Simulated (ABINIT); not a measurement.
MgO:

```
Mg O
1.0
     0.00000    2.09700    2.09700
     2.09700    0.00000    2.09700
     2.09700    2.09700    0.00000
Mg O
1 1
Direct
  0.00000 0.00000 0.00000
  0.50000 0.50000 0.50000
```

The cell is a database's computed one.

Base run:

| Property | Result |
| --- | --- |
| Program | ABINIT 10.8.3 (patched build) |
| Functional | HCTH407 |
| Potentials or basis | JTH PAW PBE v2.0 |
| Cutoff | 626 eV |
| k mesh | 11 × 11 × 11 |
| Occupations | fermi-dirac, width 0.05 eV |
| Spin | no spin polarisation |

Its results: band gap on the k mesh 5.33 eV, direct; pressure 9.2 GPa.

Q: After a change of settings the same cell gave: band gap on the k mesh 4.84 eV, direct; pressure 3.4 GPa. Which change was it?
A. functional from HCTH407 to PBE; k mesh from 11 × 11 × 11 to 14 × 14 × 14
B. functional from HCTH407 to LDA-PZ; potentials or basis from JTH PAW PBE v2.0 to JTH PAW LDA v2.0
C. functional from HCTH407 to AM05
D. functional from HCTH407 to PBE; potentials or basis from JTH PAW PBE v2.0 to SG15 NC PBE v1.2; cutoff from 626 eV to 1143 eV

A: C.

Caveats: the PAW data sets were made with another functional, which shifts forces and pressure a little.

Not every run made on this cell is shown here.
